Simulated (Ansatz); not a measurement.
RuO2:
Space group P4₂/mnm (No. 136); a = b = 4.5224 Å, c = 3.1198 Å, α = β = γ = 90.00°

```csv
atom,site,symmetry,x,y,z
Ru,2a,m.mm,0.0000,0.0000,0.0000
O,4f,m.2m,0.3057,0.3057,0.0000
```

Relaxed with PBE.

### Question
Which orbitals make up the states near the Fermi level in the program Ansatz at the PBE level (PAW)?

### Answer
Within 0.5 eV of the Fermi level: Ru 4d 72 %, O 2p 26 %. Projections are on Löwdin-orthogonalised atomic valence shells; empty p or d shells of many metals are not among them.

### Question
Tabulate the density of states.

### Answer
States/eV per cell of 6 atoms, in 0.25 eV bins, energy from the Fermi level.

```tsv
E (eV)	total	O 2p	Ru 4d	O 2s
-7.85	1.54	0.93	0.54	0.01
-7.60	1.79	1.11	0.59	0.02
-7.35	3.12	1.93	1.05	0.02
-7.10	5.77	3.58	1.98	0.03
-6.85	7.12	4.48	2.49	0.02
-6.60	10.04	6.23	3.58	0.03
-6.35	2.05	1.31	0.70	0.01
-6.10	1.41	0.94	0.39	0.02
-5.85	3.45	2.46	0.77	0.07
-5.60	3.54	2.53	0.81	0.07
-5.35	3.77	2.72	0.85	0.08
-5.10	3.44	2.52	0.76	0.06
-4.85	4.00	2.95	0.89	0.08
-4.60	5.60	4.29	1.09	0.08
-4.35	6.29	4.86	1.24	0.06
-4.10	5.68	4.30	1.25	0.04
-3.85	4.72	3.59	1.04	0.03
-3.60	4.16	3.29	0.79	0.02
-3.35	4.02	3.34	0.59	0.02
-3.10	3.84	3.23	0.55	0.02
-2.85	3.93	3.47	0.40	0.02
-2.60	3.27	3.02	0.20	0.01
-2.35	1.21	1.12	0.07	0.00
-2.10	0.65	0.61	0.03	0.00
-1.85	0.24	0.24	0.01	0.00
-1.60	0.20	0.02	0.18	0.00
-1.35	3.03	0.37	2.62	0.01
-1.10	3.88	0.61	3.20	0.02
-0.85	4.75	0.89	3.75	0.03
-0.60	8.38	1.29	6.91	0.06
-0.35	8.00	1.67	6.15	0.03
-0.10	4.24	1.23	2.92	0.01
0.15	2.43	0.84	1.54	0.01
0.40	3.39	1.26	2.05	0.01
0.65	3.47	1.33	2.05	0.01
0.90	3.75	1.49	2.16	0.01
1.15	1.93	0.79	1.09	0.00
1.40	0.43	0.17	0.24	0.00
1.65	0.20	0.06	0.12	0.01
1.90	1.10	0.11	0.78	0.18
2.15	1.73	0.24	1.18	0.26
2.40	1.90	0.37	1.23	0.24
2.65	2.35	0.55	1.47	0.26
2.90	2.28	0.60	1.38	0.23
3.15	2.09	0.61	1.23	0.18
3.40	2.27	0.71	1.30	0.18
3.65	2.73	0.95	1.53	0.16
3.90	3.65	1.42	2.01	0.13
4.15	3.59	1.47	1.93	0.09
4.40	2.78	1.18	1.48	0.06
4.65	2.49	1.10	1.30	0.04
```

Space group P4_2/mnm (rutile). The cell was relaxed with PBE under the symmetry of its start. No spin polarisation was allowed. Spin–orbit coupling is left out wherever it is not named.

Potentials: the later of the program's two PAW sets.
